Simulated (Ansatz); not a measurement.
A relaxation computed with Ansatz, from input to last step.

```yaml
crystal:
  lattice:
    - [5.5625180561, 0.0, 0.0]
    - [0.0, 3.6810781253, 0.0]
    - [0.0, 0.0, 5.6793776791]
  atoms:
    - { symbol: Cd, position: [0.75, 0.0, 0.687] }
    - { symbol: Cd, position: [0.25, 0.0, 0.313] }
    - { symbol: Se, position: [0.75, 0.5, 0.188] }
    - { symbol: Se, position: [0.25, 0.5, 0.812] }
basis:
  ecutwfc: 420
kpoints:
  mp_grid: { grid: [4, 6, 4] }
hamiltonian:
  xc: pbe
scf:
  occupations: { method: gaussian, width: 0.1 }
  lower_state_search: "off"
output:
  forces: true
  stress: true
  eigenvalues: true
relax:
  adjacent_minimum: "off"
  f_tol: 0.04
  max_steps: 70
  cell: { stress_tol: 0.4 }
```

```bash
ansatz run input.yaml --threads 1 --pin off --max-ram 2560MiB --backend cpu --events-out ev --progress --plain --runs-dir out
```

Computed with DFT PBE, scalar-relativistic, plane waves, PAW (Ansatz).

Of 8 frames 8 are shown, positions in Å and forces in eV/Å; the SCF threshold varies from step to step. Steps run on the plane waves of an earlier cell, with a Pulay correction in the pressure. The basis is chosen afresh for the last frame, the zero of the energies, and at times for earlier ones too; energy and pressure step there, also at an unchanged geometry. The mark taken_back stands on steps that the optimiser undid.

```xyz
4
Lattice="5.5625 0.0000 0.0000 0.0000 3.6811 0.0000 0.0000 0.0000 5.6794" Properties=species:S:1:pos:R:3:forces:R:3 pbc="T T T" step=1 free_energy_over_end_meV_per_atom=315.41 pressure_GPa=-7.73
Cd    4.1719    0.0000    3.9017    0.0000    0.0000    0.1538
Cd    1.3906    0.0000    1.7776    0.0000    0.0000   -0.1538
Se    4.1719    1.8405    1.0677    0.0000    0.0000    0.6451
Se    1.3906    1.8405    4.6117    0.0000    0.0000   -0.6451
4
Lattice="5.3604 0.0000 0.0000 0.0000 3.5469 0.0000 0.0000 0.0000 5.4026" Properties=species:S:1:pos:R:3:forces:R:3 pbc="T T T" step=2 free_energy_over_end_meV_per_atom=121.87 pressure_GPa=-5.56
Cd    4.0203    0.0000    3.7771    0.0000    0.0000    0.0893
Cd    1.3401    0.0000    1.6255    0.0000    0.0000   -0.0893
Se    4.0203    1.7734    1.1430    0.0000    0.0000    0.5914
Se    1.3401    1.7734    4.2595    0.0000    0.0000   -0.5914
4
Lattice="5.1719 0.0000 0.0000 0.0000 3.3675 0.0000 0.0000 0.0000 5.2046" Properties=species:S:1:pos:R:3:forces:R:3 pbc="T T T" step=3 free_energy_over_end_meV_per_atom=25.96 pressure_GPa=0.08
Cd    3.8789    0.0000    3.6765    0.0000    0.0000    0.2586
Cd    1.2930    0.0000    1.5281    0.0000    0.0000   -0.2586
Se    3.8789    1.6837    1.2650    0.0000    0.0000   -0.0451
Se    1.2930    1.6837    3.9396    0.0000    0.0000    0.0451
4
Lattice="5.2053 0.0000 0.0000 0.0000 3.2805 0.0000 0.0000 0.0000 5.2810" Properties=species:S:1:pos:R:3:forces:R:3 pbc="T T T" step=4 free_energy_over_end_meV_per_atom=6.51 pressure_GPa=-0.08
Cd    3.9040    0.0000    3.8346    0.0000    0.0000    0.1581
Cd    1.3013    0.0000    1.4465    0.0000    0.0000   -0.1581
Se    3.9040    1.6402    1.3226    0.0000    0.0000   -0.1285
Se    1.3013    1.6402    3.9584    0.0000    0.0000    0.1285
4
Lattice="5.2712 0.0000 0.0000 0.0000 3.1031 0.0000 0.0000 0.0000 5.3827" Properties=species:S:1:pos:R:3:forces:R:3 pbc="T T T" step=5 free_energy_over_end_meV_per_atom=14.22 pressure_GPa=1.43 taken_back
Cd    3.9534    0.0000    4.0204    0.0000    0.0000    0.0061
Cd    1.3178    0.0000    1.3623    0.0000    0.0000   -0.0061
Se    3.9534    1.5515    1.3277    0.0000    0.0000    0.0552
Se    1.3178    1.5515    4.0551    0.0000    0.0000   -0.0552
4
Lattice="5.2432 0.0000 0.0000 0.0000 3.2259 0.0000 0.0000 0.0000 5.3375" Properties=species:S:1:pos:R:3:forces:R:3 pbc="T T T" step=6 free_energy_over_end_meV_per_atom=-0.37 pressure_GPa=-0.42
Cd    3.9324    0.0000    3.9602    0.0000    0.0000    0.0320
Cd    1.3108    0.0000    1.3774    0.0000    0.0000   -0.0320
Se    3.9324    1.6130    1.3180    0.0000    0.0000    0.0388
Se    1.3108    1.6130    4.0196    0.0000    0.0000   -0.0388
4
Lattice="5.2220 0.0000 0.0000 0.0000 3.2191 0.0000 0.0000 0.0000 5.3275" Properties=species:S:1:pos:R:3:forces:R:3 pbc="T T T" step=7 free_energy_over_end_meV_per_atom=-1.09 pressure_GPa=0.05
Cd    3.9165    0.0000    3.9740    0.0000    0.0000    0.0197
Cd    1.3055    0.0000    1.3536    0.0000    0.0000   -0.0197
Se    3.9165    1.6095    1.3270    0.0000    0.0000    0.0043
Se    1.3055    1.6095    4.0005    0.0000    0.0000   -0.0043
4
Lattice="5.2220 0.0000 0.0000 0.0000 3.2191 0.0000 0.0000 0.0000 5.3275" Properties=species:S:1:pos:R:3:forces:R:3 pbc="T T T" step=8 free_energy_over_end_meV_per_atom=0.00 pressure_GPa=0.01
Cd    3.9165    0.0000    3.9740    0.0000    0.0000    0.0198
Cd    1.3055    0.0000    1.3536    0.0000    0.0000   -0.0198
Se    3.9165    1.6095    1.3270    0.0000    0.0000    0.0042
Se    1.3055    1.6095    4.0005    0.0000    0.0000   -0.0042
```

The start puts this composition into another compound's structure type, which needn't suit it. At the end the space group is Pmma (tolerance 0.05 Å).

The run took 28 s on 1 thread of AMD EPYC 9R45 96-Core Processor (Zen 5) (shared host), peak memory 0.49 GiB.

The k mesh is coarse.